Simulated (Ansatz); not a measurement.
Wurtzite NaI (it has left that coordination), relaxed with r2SCAN in Ansatz 0.2.0. It is hexagonal, P6_3/mmc (No. 194); conventional cell a = 5.416 Å, c = 6.459 Å, 41.03 Å³ an atom. Around Na lie 5 I at 3.13–3.23 Å; around I lie 5 Na at 3.13–3.23 Å. The cell started from the wurtzite prototype, but the relaxation took it to the higher symmetry P6_3/mmc (No. 194), so the name no longer describes it.

The axes x, y and z are those of this cell:
```
Na I
1.0
     5.41649    0.00000    0.00000
    -2.70825    4.69082    0.00000
     0.00000    0.00000    6.45915
Na I
2 2
Cartesian
  0.0000 3.1272 -0.4040
  2.7082 1.5636 2.8255
  0.0000 3.1272 2.8262
  2.7082 1.5636 6.0558
```

Unstrained: PBE gives a direct gap of 3.565 eV at Γ. r2SCAN gives a direct gap of 4.188 eV at Γ. With HSE06 the gap is 4.537 eV and direct, at Γ. Meshes: PBE 6×6×4, r2SCAN 6×6×4, HSE06 6×6×4. Strains are changes of length per length, and xy shears are angles. After each strain the atoms were relaxed again with r2SCAN within the symmetry that the strain leaves, so tilts or polar shifts that break it weren't tested; points keep the names that they have in the unstrained zone. No spin polarisation. The prototype was imposed, so other structures may be more stable.

Task: Apply xy shear, engineering strain (angle) +5.8 %. How far does the gap move, against the unstrained cell?

Result: PBE: the gap goes from 3.565 to 3.563 eV (-0.002 eV). r2SCAN: the gap goes from 4.188 to 4.186 eV (-0.002 eV). The r2SCAN energy rises by 0.2 meV an atom.

Spin-orbit coupling is left out, which matters wherever the heavy atoms make up the band edges.

The meshes of the hybrids are coarse, so their gaps aren't converged to the digits shown.
